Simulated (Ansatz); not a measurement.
The cell is MgS in the 4H polytype structure; cell and atoms were relaxed with r2SCAN. It is hexagonal, P6_3mc (No. 186); conventional cell a = 4.015 Å, c = 13.002 Å, 22.69 Å³ an atom. Mg has 4 S at 2.45–2.46 Å; Mg has 4 S at 2.45 Å; S has 4 Mg at 2.45–2.46 Å; S has 4 Mg at 2.45 Å.

```
Mg S
1.0
     4.01476    0.00000    0.00000
    -2.00738    3.47688    0.00000
     0.00000    0.00000   13.00185
Mg S
4 4
Cartesian
  0.0000 0.0000 -0.0138
  0.0000 2.3179 3.2479
  0.0000 0.0000 6.4871
  2.0074 1.1590 9.7488
  0.0000 0.0000 2.4441
  0.0000 2.3179 5.6984
  0.0000 0.0000 8.9451
  2.0074 1.1590 12.1994
```

4 runs of the PAW code Ansatz on this cell differ in the functional (and in the settings that go with it). Levels are in eV from each run's valence top; v1 is the last filled band, c1 the first empty one.

Run A, mean stress 0.0 GPa (compression positive):

| point | v5 | v3 | v1 | c1 | c2 | c3 |
| --- | --- | --- | --- | --- | --- | --- |
| Γ | -0.24 | -0.05 | 0.00 | 4.53 | 6.00 | 6.06 |
| M | -0.85 | -0.81 | -0.41 | 5.17 | 5.42 | 6.42 |
| K | -1.65 | -0.89 | -0.54 | 6.41 | 6.41 | 6.95 |
| A | -0.40 | -0.12 | -0.12 | 5.21 | 5.21 | 6.16 |
| L | -1.10 | -0.80 | -0.54 | 5.52 | 5.52 | 6.32 |
| H | -1.87 | -0.91 | -0.81 | 6.17 | 6.17 | 7.60 |

Run B, mean stress 0.0 GPa (compression positive):

| point | v5 | v3 | v1 | c1 | c2 | c3 |
| --- | --- | --- | --- | --- | --- | --- |
| Γ | -0.25 | -0.05 | 0.00 | 5.21 | 6.71 | 6.78 |
| M | -0.86 | -0.82 | -0.42 | 5.87 | 6.13 | 7.14 |
| K | -1.68 | -0.91 | -0.55 | 7.13 | 7.13 | 7.68 |
| A | -0.41 | -0.12 | -0.12 | 5.90 | 5.90 | 6.88 |
| L | -1.12 | -0.81 | -0.55 | 6.22 | 6.22 | 7.03 |
| H | -1.91 | -0.92 | -0.82 | 6.89 | 6.89 | 8.33 |

Run C, mean stress +1.1 GPa (compression positive):

| point | v5 | v3 | v1 | c1 | c2 | c3 |
| --- | --- | --- | --- | --- | --- | --- |
| Γ | -0.22 | -0.05 | 0.00 | 3.47 | 4.89 | 4.94 |
| M | -0.78 | -0.74 | -0.37 | 4.17 | 4.40 | 5.29 |
| K | -1.52 | -0.82 | -0.49 | 5.37 | 5.37 | 5.82 |
| A | -0.36 | -0.11 | -0.11 | 4.14 | 4.14 | 5.03 |
| L | -1.01 | -0.74 | -0.50 | 4.51 | 4.51 | 5.22 |
| H | -1.73 | -0.84 | -0.74 | 5.13 | 5.13 | 6.43 |

Run D, mean stress 0.0 GPa (compression positive):

| point | v5 | v3 | v1 | c1 | c2 | c3 |
| --- | --- | --- | --- | --- | --- | --- |
| Γ | -0.23 | -0.05 | 0.00 | 4.14 | 5.56 | 5.62 |
| M | -0.79 | -0.75 | -0.38 | 4.63 | 4.90 | 5.94 |
| K | -1.54 | -0.83 | -0.50 | 5.82 | 5.82 | 6.44 |
| A | -0.37 | -0.11 | -0.11 | 4.79 | 4.79 | 5.71 |
| L | -1.03 | -0.75 | -0.51 | 4.96 | 4.96 | 5.81 |
| H | -1.76 | -0.84 | -0.75 | 5.60 | 5.60 | 7.05 |

Q: Match the runs to PBE, r2SCAN, HSE06, PBE0.

A: A is HSE06, B is PBE0, C is PBE, D is r2SCAN. In order of the gap: PBE 3.47, r2SCAN 4.14, HSE06 4.53, PBE0 5.21 eV.

Simulation only: spin-unpolarised, and no claim that this is the phase found in nature.

The program warns that its thresholds are loose for a hybrid's stress.

The meshes of the hybrids are coarse, so their gaps aren't converged to the digits shown.
